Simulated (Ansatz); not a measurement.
# Ti: what the smearing changes

An exercise on one series of results from a longer session: the logs are not shown, and one member is left open.

Program: Ansatz 0.2.0. Level of theory: DFT, PBE, all-electron LAPW, scalar-relativistic. These are calculated values, not measurements.

**The structure to begin with**

The structure is hexagonal, space group P6_3/mmc (No. 194). Conventional cell: a = 2.950 Å, b = 2.950 Å, c = 4.686 Å, α = 90.00°, β = 90.00°, γ = 120.00°. Ti (site symmetry -6m2) has 12 Ti at 2.90 to 2.95 Å as nearest neighbours.

Coordinates:

```
CELL_PARAMETERS angstrom
2.95000 0.00000 0.00000
-1.47500 2.55477 0.00000
0.00000 0.00000 4.68600
ATOMIC_POSITIONS crystal
Ti 0.33333 0.66667 0.25000
Ti 0.66667 0.33333 0.75000
```

The cell comes from a crystallographic database entry that wasn't checked; take it as a given geometry, which may be far from equilibrium.

Atoms are numbered in the order of the input: Ti1, Ti2.

Set-up of the first run:

File input.yaml:

```yaml
crystal:
  lattice:
    - [2.9499978604, 0.0, 0.0]
    - [-1.4749989302, 2.5547730882, 0.0]
    - [0.0, 0.0, 4.686]
  atoms:
    - { symbol: Ti, position: [0.3333333333, 0.6666666667, 0.25] }
    - { symbol: Ti, position: [0.6666666667, 0.3333333333, 0.75] }
kpoints:
  mp_grid: { grid: [14, 14, 8] }
scf:
  occupations: { method: gaussian, width: 0.05 }
hamiltonian:
  xc: pbe
  pseudopotentials: { kind: all_electron, lapw: { basis_error: 0.00025 } }
output:
  forces: true
  stress: true
  eigenvalues: true
```

Among the steps run: With Gaussian smearing of 0.05 eV; With Fermi–Dirac smearing of 0.28 eV; With Fermi–Dirac smearing of 0.15 eV; With Methfessel–Paxton smearing of 0.2 eV; With tetrahedron filling.

One of the session's tables, all rows but one given; the rest of the session is left out.

```
                            smearing  energy from the first row (meV/atom)
        Gaussian smearing of 0.05 eV                                  0.00
     Fermi–Dirac smearing of 0.28 eV                                 19.56
     Fermi–Dirac smearing of 0.15 eV                                     ?
Methfessel–Paxton smearing of 0.2 eV                                  0.95
                 tetrahedron filling                                  0.65
```

Q: Estimate the row for Fermi–Dirac smearing of 0.15 eV from the others.

As computed: energy from the first row (meV/atom): 5.39. In the column «energy from the first row (meV/atom)» it lies between Methfessel–Paxton smearing of 0.2 eV (0.95) and Fermi–Dirac smearing of 0.28 eV (19.56).

Energies are those extrapolated to zero smearing.

Limits of these values: Warnings in the runs' records: tetrahedron derivatives may miss energy slope, band table not solved further.
